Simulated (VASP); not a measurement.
Here is a VASP 6.6.1 calculation.

POSCAR

```
InP
1.0
    0.0000000000      2.9305000000      2.9305000000
    2.9305000000      0.0000000000      2.9305000000
    2.9305000000      2.9305000000      0.0000000000
In P
1 1
Direct
    0.0000000000      0.0000000000      0.0000000000
    0.7500000000      0.7500000000      0.7500000000
```

Contents of INCAR.step1:

```
PREC = Accurate ; ENCUT = 520
EDIFF = 1E-5 ; ISMEAR = -1
SIGMA = 0.05 ; LREAL = F
LASPH = T ; NELM = 80
ALGO = Normal ; ISIF = 2
LWAVE = T ; GGA = PE
NBANDS = 16
```

The input INCAR.step2:

```
PREC = Accurate ; ENCUT = 520
EDIFF = 1E-6 ; ISMEAR = -1
SIGMA = 0.05 ; LREAL = F
LASPH = T ; NELM = 80
ALGO = Normal ; ISIF = 2
LWAVE = F ; LCHARG = T
METAGGA = R2SCAN ; LHFCALC = T
AEXX = 0.5 ; LMIXTAU = T
PRECFOCK = Normal ; LELF = T
LVHAR = T ; ISTART = 1
NBANDS = 16
```

The input KPOINTS:

```
Automatic mesh
0
Gamma
  5 5 5
```

Potentials or basis: VASP PAW PBE potentials, release 64 (In_d, P).

The run is started by

```bash
$ cat potpaw_PBE.64/In_d/POTCAR potpaw_PBE.64/P/POTCAR > POTCAR
$ cp INCAR.step1 INCAR
$ mpirun -np 1 vasp_std > vasp.out
$ cp INCAR.step2 INCAR
$ mpirun -np 1 vasp_std > vasp.out
```

Question: What does it give for the pressure?

Answer: -1.0 GPa.

Question: What does it give for the band gap on the k mesh?

Answer: 3.79 eV.

Caveat: the PAW data sets were made with another functional, which shifts forces and pressure a little; spin-orbit coupling is left out, which moves the levels of the heavy elements.

**Measured values to compare with.**

A printed reference work, data compilation reports, for a bulk crystal of InP at 1.6 K: band gap 1.4236 eV (direct).

Measured gap of InP: 1.4236 eV (direct; 1.6 K; a printed reference work, data compilation). This calculation gives 3.79 eV (+2.36 eV). So large a miss can be the level of theory's own, or it may mean another phase, state or a wrong row. Spin-orbit coupling on In is left out. The value is that of r2SCAN50, without temperature or zero-point motion.
